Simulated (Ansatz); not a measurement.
**Co: energy along a strain**

Co, P-3m1, a = 2.487 Å, c = 4.063 Å (as given, not relaxed at this level: -9.5 GPa, forces to 0.45 eV/Å). This isn't the element's structure at ambient conditions. Ansatz: PBEsol, PAW, 420 eV, Γ-centred 24×24×12 mesh on 2 atoms, Gaussian smearing 0.15 eV; collinear spin, largest moment 1.7 μB. Cell vectors (Å): 2.487 0.000 0.000; -1.244 2.154 0.000; 0.000 0.000 4.063. The cell is strained by x per cent times the pattern (1 0 0 0 0 0) in the order xx yy zz yz xz xy (engineering shears), with fractional coordinates held. y is the free energy over the start, V0 = 10.886 Å³/atom.

| x (%) | y (meV/atom) |
| --- | --- |
| -2.00 | -6.78 |
| -1.00 | ? |
| 0.00 | 0.00 |
| 0.50 | 3.33 |
| 1.50 | 11.76 |
| 2.00 | 16.80 |

Question: Fit y = c1 x + c2 x² + c3 x³ to the other rows, get the stiffness along the pattern, and predict the missing energy.

Answer: Least squares on the rows shown. y = 6.0451 x + 1.2525 x² − 0.037508 x³. The clamped-ion stiffness p·C·p = 2 × 12.52 eV × 160.2 / 10.886 Å³ = 369 GPa, which is C11 in these axes (second derivative at the start, which stands under stress). At x = -1.00 the fit asked for gives -4.76 meV/atom. The run gave -4.76 meV/atom, the same to the digits shown.

Cost: 6 runs of about 14 core-minutes in all, on Intel Xeon Processor @ 2.70GHz (shared hosts).